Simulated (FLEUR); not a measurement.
**Mo: equation of state with PBEsol**

The system is Mo.

```
Mo
1.0
    -1.58381    1.58381    1.58381
     1.58381   -1.58381    1.58381
     1.58381    1.58381   -1.58381
Mo
1
Direct
  0.00000 0.00000 0.00000
```

- Program: FLEUR MaX-R8.1 (later development tree)
- Task: equation of state
- Functional: PBEsol
- Potentials or basis: all-electron
- Basis: FLAPW
- Kmax: 4.17 1/bohr
- k mesh: 12 × 12 × 12
- Occupations: fermi-dirac, width 0.05 eV
- Spin: no spin polarisation

```json
{"Equilibrium volume": "15.32 Å³/atom", "Bulk modulus": "283 GPa", "Pressure derivative of the bulk modulus": "4.3"}
```

Energy against volume, from the lowest point:
| volume (Å³/atom) | energy (meV/atom) |
| --- | --- |
| 14.938 | 8.53 |
| 15.256 | 0.00 |
| 15.574 | 3.42 |
| 15.892 | 17.46 |
| 16.209 | 41.10 |
| 16.527 | 73.35 |
| 16.845 | 113.29 |
